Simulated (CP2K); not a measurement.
Pb under changes of volume

One of the cells (40.672 Å³/atom); the others are scaled copies at fixed shape and fractional positions:

```
CELL_PARAMETERS angstrom
4.86348 0.00000 0.00000
2.43174 4.21190 0.00000
2.43174 1.40397 3.97102
ATOMIC_POSITIONS crystal
Pb 0.25000 0.25000 0.25000
Pb 0.00000 0.00000 0.00000
```

This isn't the form of Pb at room conditions, which is fcc.

* Program: CP2K 2026.2
* Functional: LDA
* Potentials or basis: GTH_POTENTIALS Pb GTH-PADE-q4; TZVP-MOLOPT-PBE-GTH basis
* Density cutoff: 6123 eV
* k mesh: 7 × 7 × 7
* Occupations: fermi-dirac, width 0.05 eV
* Spin: no spin polarisation

| volume (Å³/atom) | energy over the lowest point (meV/atom) | pressure (GPa) |
| --- | --- | --- |
| 38.232 | 0.00 | -0.9 |
| 39.045 | 6.04 | -1.5 |
| 39.859 | 15.11 | -2.1 |
| 40.672 | 26.87 | -2.6 |
| 41.486 | 40.99 | -3.0 |
| 42.299 | ? | ? |
| 43.112 | 75.25 | -3.7 |

Q: What does the run at 42.299 Å³/atom give?

A: Energy over the lowest point 57.20 meV/atom; pressure -3.4 GPa.

Worked out: A Birch-Murnaghan fit of order 3 (a polynomial in V^(-2/3)) to the other rows has its minimum at 37.26 Å³/atom, just outside them, with B0 = V·E''(V) = 36 GPa and B' = 4.6. It gives 57.20 meV/atom at 42.299 Å³/atom, against the run's 57.20, and -dE/dV = -3.4 GPa, against -3.4.

Energies are extrapolated to zero smearing.

Caveats: the basis of atomic orbitals isn't converged, which shifts pressures, moduli and gaps.
